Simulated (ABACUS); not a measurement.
# AgCl (Chlorargyrite) (Fm-3m) in ABACUS: further runs

One crystal, AgCl (Chlorargyrite), is run at these levels: PBE; tasks: single point, relaxation of cell and atoms.

Program: ABACUS 3.10.1. These are calculated values, not measurements. Logs are shortened: lines on timing, memory, paths and dates and some standing lists are left out, and cuts for length are marked.

## Step 1: The structure

Symmetry: Fm-3m, No. 225, cubic system. Conventional cell: a = 5.470 Å, b = 5.470 Å, c = 5.470 Å, α = 90.00°, β = 90.00°, γ = 90.00°. Ag (site symmetry m-3m) is surrounded by 6 Cl at 2.73 Å. Cl (site symmetry m-3m) has 6 Ag at 2.73 Å as nearest neighbours.

## Step 2: Single point, PBE

INPUT reads:

```
INPUT_PARAMETERS
suffix              AgCl
calculation         scf
basis_type          lcao
pseudo_dir          ./
orbital_dir         ./
latname             fcc
symmetry            1
dft_functional      pbe
ecutwfc             100
pseudo_rcut         10
nspin               1
nbands              23
ks_solver           genelpa
smearing_method     fd
smearing_sigma      0.00367493
scf_thr             1e-07
scf_nmax            100
mixing_type         broyden
mixing_beta         0.7
cal_force           1
cal_stress          1
out_mul             1
out_chg             1
```

STRU reads:

```
ATOMIC_SPECIES
Ag 107.8682 Ag_ONCV_PBE-1.2.upf
Cl 35.4500 Cl_ONCV_PBE-1.2.upf

NUMERICAL_ORBITAL
Ag_confined-atom_7au_3s2p2d1f.orb
Cl_confined-atom_7au_2s2p1d.orb

LATTICE_CONSTANT
10.3368019017

ATOMIC_POSITIONS
Direct

Ag
0.0
1
0.0000000000 0.0000000000 0.0000000000 1 1 1

Cl
0.0
1
0.5000000000 0.5000000000 0.5000000000 1 1 1
```

KPT reads:

```
K_POINTS
0
Gamma
7 7 7 0 0 0
```

Potentials or basis: SG15 ONCV 1.2 PBE, DZP LCAO (the cutoffs set its grid).

Run with:

```
> OMP_NUM_THREADS=1 mpirun -np 4 abacus > log
```

running log:

```text
ABACUS v3.10.1

               Atomic-orbital Based Ab-initio Computation at UStc

 ------------------------------------------------------------------------------------

 READING GENERAL INFORMATION
                           global_out_dir = OUT.AgCl/
                           global_in_card = INPUT
                               pseudo_dir = ./
                              orbital_dir = ./
                                    DSIZE = 4
                                    GSIZE = 1

 READING UNITCELL INFORMATION
                                    ntype = 2
                  lattice constant (Bohr) = 10.3368
              lattice constant (Angstrom) = 5.47

 READING ATOM TYPE 1
                               atom label = Ag
                      L=0, number of zeta = 3
                      L=1, number of zeta = 2
                      L=2, number of zeta = 2
                      L=3, number of zeta = 1
             number of atom for this type = 1

 READING ATOM TYPE 2
                               atom label = Cl
                      L=0, number of zeta = 2
                      L=1, number of zeta = 2
                      L=2, number of zeta = 1
             number of atom for this type = 1

                        TOTAL ATOM NUMBER = 2
DIRECT COORDINATES
    atom                   x                   y                   z     mag                  vx                  vy                  vz
taud_Ag1            0.0000000000        0.0000000000        0.0000000000  0.0000        0.0000000000        0.0000000000        0.0000000000
taud_Cl1            0.5000000000        0.5000000000        0.5000000000  0.0000        0.0000000000        0.0000000000        0.0000000000

                          Volume (Bohr^3) = 276.12
                             Volume (A^3) = 40.9168

 Lattice vectors: (Cartesian coordinate: in unit of a_0)
                 -0.5                  +0                +0.5
                   +0                +0.5                +0.5
                 -0.5                +0.5                  +0
 Reciprocal vectors: (Cartesian coordinate: in unit of 2 pi/a_0)
                   -1                  -1                  +1
                   +1                  +1                  +1
                   -1                  +1                  -1
 The esolver type has been set to : ksdft_lcao

                PAO radial cut off (Bohr) = 10

 Read in pseudopotential file is Ag_ONCV_PBE-1.2.upf
                     pseudopotential type = NC
          exchange-correlation functional = PBE
                 nonlocal core correction = 0
                        valence electrons = 19
                                     lmax = 2
                           number of zeta = 0
                     number of projectors = 6
                           L of projector = 0
                           L of projector = 0
[... 175 lines left out ...]
                     search radius (Bohr) = 20.6
              searching radius is (Bohr)) = 20.6
         searching radius unit is (Bohr)) = 10.3
                         PeriodicBoundary = 1
                        Radius(unit:lat0) = 1.99
                                   glayer = [ 5, 5, 5 ]
                             glayer_minus = [ 4, 4, 4 ]

Find the coordinate range of the input atom(unit:lat0).
                                  min_tau = [ -4.5, -4, -4 ]
                                  max_tau = [ 4, 4.5, 4.5 ]
                                BoxNumber = [ 9, 9, 9 ]

 SETUP EXTENDED REAL SPACE GRID FOR GRID INTEGRATION
                          real space grid = [ 48, 48, 48 ]
                 big cell numbers in grid = [ 12, 12, 12 ]
             meshcell numbers in big cell = [ 4, 4, 4 ]
                        extended fft grid = [ 15, 15, 15 ]
                dimension of extened grid = [ 43, 43, 43 ]
                            UnitCellTotal = 125
              Atom number in sub-FFT-grid = 2
    Local orbitals number in sub-FFT-grid = 39
                                ParaV.nnr = 25018
                                 init_chg = atomic

 LCAO ALGORITHM --------------- ION=   1  ELEC=   1--------------------------------

 Density error is 0.0496484742884
----------------------------------------------------------
     Energy           Rydberg                 eV
----------------------------------------------------------
 E_KohnSham     -317.8551117878      -4324.6406587413
 E_Harris       -312.7869157806      -4255.6843144617
 E_Fermi        0.6493911706         8.8354201504
----------------------------------------------------------
[... 80 lines left out ...]
 Density error is 4.30006290849e-08
----------------------------------------------------------
     Energy           Rydberg                 eV
----------------------------------------------------------
 E_KohnSham     -317.8862096657      -4325.0637670760
 E_KS(sigma->0) -317.8862096107      -4325.0637663285
 E_Harris       -317.8862078344      -4325.0637421595
 E_band         -24.9568260116       -339.5550377518
 E_one_elec     -167.9918264034      -2285.6460565126
 E_Hartree      93.0712710844        1266.2996068511
 E_xc           -33.0687810658       -449.9238484090
 E_Ewald        -209.8968731711      -2855.7934675105
 E_entropy(-TS) -0.0000001099        -0.0000014950
 E_descf        0.0000000000         0.0000000000
 E_exx          0.0000000000         0.0000000000
 E_Fermi        0.7013244821         9.5420091040
----------------------------------------------------------

 charge density convergence is achieved
 final etot is -4325.0637671 eV
 EFERMI = 9.542009104 eV

 STATE ENERGY(eV) AND OCCUPATIONS    NSPIN == 1
 1/20 kpoint (Cartesian) = 0.0000 0.0000 0.0000 (1158 pws)
       1       -80.9374     0.00583090
       2       -44.4364     0.00583090
       3       -44.4364     0.00583090
       4       -44.4364     0.00583090
       5       -6.37990     0.00583090
       6        6.40641     0.00583090
[... 140 lines left out ...]
      22        28.1770        0.00000
      23        30.9184        0.00000

[... levels at 14 further k points ...]

 correction force for each atom along direction 1 is 3.19119e-14
 correction force for each atom along direction 2 is 3.72293e-14
 correction force for each atom along direction 3 is 5.80777e-15
------------------------------------------------------------------------------------------
 TOTAL-FORCE (eV/Angstrom)
------------------------------------------------------------------------------------------
                       Ag1         0.0000000000         0.0000000000         0.0000000000
                       Cl1         0.0000000000         0.0000000000         0.0000000000
------------------------------------------------------------------------------------------

----------------------------------------------------------------
 TOTAL-STRESS (KBAR)
----------------------------------------------------------------
        47.6244962058         0.0000000000        -0.0000000000
        -0.0000000000        47.6244962058        -0.0000000000
        -0.0000000000         0.0000000000        47.6244962058
----------------------------------------------------------------
 TOTAL-PRESSURE: 47.624496 KBAR

 --------------------------------------------
 !FINAL_ETOT_IS -4325.0637670760261244 eV
 --------------------------------------------
```

Run time: 3.7 s. Hardware: 4 MPI ranks of Intel Xeon Platinum 8559C (Emerald Rapids), shared host; peak memory 0.4 GiB.

What came out:

```yaml
Free_energy: -4325.0638 eV
Pressure: 4.8 GPa
Band_gap_on_the_k_mesh: 1.02 eV, indirect (least direct gap 3.41 eV)
Mulliken_charges: Ag +0.42; Cl -0.42 e
```

Caveat: the atomic orbitals were generated for these runs and aren't a published set; Mulliken charges move with the basis; an odd mesh through Γ misses points on the zone boundary, where band edges often lie; the basis of atomic orbitals isn't converged, which shifts pressures, moduli and gaps.

(Part 1 of 2 ends here.)
